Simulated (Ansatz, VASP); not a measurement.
One calculation of AlN, two programs

```xyz
4
Lattice="3.4728 0.0000 0.0000 -1.7364 2.8513 0.0000 0.0000 0.0000 4.1370" Properties=species:S:1:pos:R:3 pbc="T T T"
Al    0.0000    1.8872    1.0342
Al    1.7364    0.9641    3.1027
N     1.7364    0.9777    1.0342
N     0.0000    1.8736    3.1027
```

Change from the starting cell: uniaxial_x strain +5.5%.

Alike in both runs: task single point; functional r2SCAN; k mesh 12 × 12 × 6; no spin polarisation.

|  | VASP | Ansatz |
| --- | --- | --- |
| version | VASP 6.6.1 | Ansatz 0.2.0 |
| potentials or method | VASP PAW PBE potentials, release 64 (Al, N) | plane waves, PAW |
| plane-wave cutoff (eV) | 520 | 500 |
| occupations | gaussian, width 0.01 eV | fixed |
| valence electrons in the cell | 16 | 16 |

Ansatz gave:

```
gap on the k mesh at the Fermi level (eV)       : 3.69
pressure (GPa)                                  : -11.5
largest component of the traceless stress (GPa) : 6.33
```

**Question.** What did VASP give for the same quantities?

**Answer.** gap on the k mesh at the Fermi level (eV): 3.72; pressure (GPa): -12.0; largest component of the traceless stress (GPa): 6.31.

Caveats: the PAW data sets were made with another functional, which shifts forces and pressure a little (VASP). A k mesh can miss the band edges.
